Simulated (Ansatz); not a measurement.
Crystal: HfN.

```
Hf N
1.0
     0.00000    2.45482    2.45482
     2.45482    0.00000    2.45482
     2.45482    2.45482    0.00000
Hf N
1 1
Direct
  0.00000 0.00000 0.00000
  0.25000 0.25000 0.25000
```

The cell comes from a database or a generator and needn't be the stable form of this composition.

Base run:

| Item | Value |
| --- | --- |
| Program | Ansatz 0.2.0 |
| Functional | PBEsol |
| Potentials or basis | Ansatz PAW |
| Cutoff | 420 eV (not typed: the program's choice for these potentials) |
| k mesh | 9 × 9 × 9 |
| Occupations | fermi-dirac, width 0.05 eV |
| Spin | no spin polarisation |

Its results: band gap on the k mesh none (metal or under the smearing width); pressure -5.0 GPa.

**Question.** The run is repeated on the same cell with these changes: spin from no spin polarisation to spin-orbit coupling, no magnetisation; potential files from those of the base run to others of the same set. What comes out?

**Answer.** Band gap on the k mesh none (metal or under the smearing width); pressure -5.4 GPa.

Caveats: the PAW data sets come from PBE, with cores solved anew for the run's functional, which leaves a small shift of forces and pressure; spin-orbit coupling is left out, which moves the levels of the heavy elements (some runs).
